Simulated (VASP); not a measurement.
A run of VASP 6.6.1 is set up as follows.

File INCAR:

```
SYSTEM = HgSe
ALGO = Normal
EDIFF = 1E-6
EDIFFG = -0.02
ENCUT = 600
GGA = RE
GGA_COMPAT = .False.
IBRION = 2
ISIF = 3
ISMEAR = -1
IVDW = 12
LASPH = .True.
LCHARG = .False.
LNONCOLLINEAR = .True.
LORBIT = 11
LREAL = .False.
LSORBIT = .True.
LWAVE = .False.
MAGMOM = 0 0 0 0 0 0
NELM = 80
NSW = 40
PREC = Accurate
SIGMA = 0.05
```

KPOINTS

```
k-points
0
Gamma
  6 6 6
  0 0 0
```

The input POSCAR:

```
HgSe
4.2978
    0.000000000000      0.707105961189      0.707105961189
    0.707105961189      0.000000000000      0.707105961189
    0.707105961189      0.707105961189      0.000000000000
Hg Se
1 1
Direct
    0.0000000000      0.0000000000      0.0000000000
    0.7500000000      0.7500000000      0.7500000000
```

Potentials or basis: VASP PAW PBE potentials, release 64 (Hg, Se).

Launch:

```bash
$ cat potpaw_PBE.64/Hg/POTCAR potpaw_PBE.64/Se/POTCAR > POTCAR
$ mpirun -np 1 vasp_ncl > vasp.out
```

**Question.** What does it give for the space group after relaxing (to 0.05 Å)?

**Answer.** F-43m (No. 216).

**Question.** Predict the dispersion energy per atom.

**Answer.** -0.618 eV.

**Question.** What does it give for the relaxed volume?

**Answer.** 29.03 Å³/atom.

**Question.** Predict the relaxed cell.

**Answer.** a = 4.346 Å, b = 4.346 Å, c = 4.346 Å, α = 60.00°, β = 60.00°, γ = 60.00°.

Step by step:
```csv
step,energy change (eV),largest force (eV/Å),pressure (GPa),volume (Å³)
1,0.0000,0.0000,1.85,56.13
2,-0.0093,0.0000,-0.62,58.81
3,-0.0107,0.0000,0.02,58.06
```

Caveat: the PAW data sets were made with another functional, which shifts forces and pressure a little. Zero-point motion and thermal expansion aren't in these numbers.
